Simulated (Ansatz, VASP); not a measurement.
**Hf in VASP and in Ansatz**

```
Hf
1.0
     2.91046    0.00000    0.00000
     0.00000    2.91046    0.00000
     0.00000    0.00000    2.93004
Hf
1
Cartesian
  1.4552 1.4552 1.4650
```

Alike in both runs: functional PBE; k mesh 8 × 8 × 6; occupations gaussian, width 0.1 eV; no spin polarisation.

Ansatz relaxed the structure, and its values are those at the end. VASP's run is a single point on that final structure, the one shown.

```csv
,VASP,Ansatz
version,VASP 6.6.1,Ansatz 0.2.0
potentials or method,"VASP PAW PBE potentials, release 64 (Hf_pv)","scalar-relativistic, plane waves, PAW"
plane-wave cutoff (eV),520,420
valence electrons in the cell,10,26
```

|  | VASP | Ansatz | Ansatz less VASP |
| --- | --- | --- | --- |
| gap on the k mesh at the Fermi level (eV) | none | none | - |
| pressure (GPa) | -0.3 | -0.1 | +0.29 |

A gap of «none» marks a metal or a gap that the smearing closes. The two sets of potentials don't hold the same shells in valence.

Spin-orbit coupling is left out, which matters for the levels of Hf.
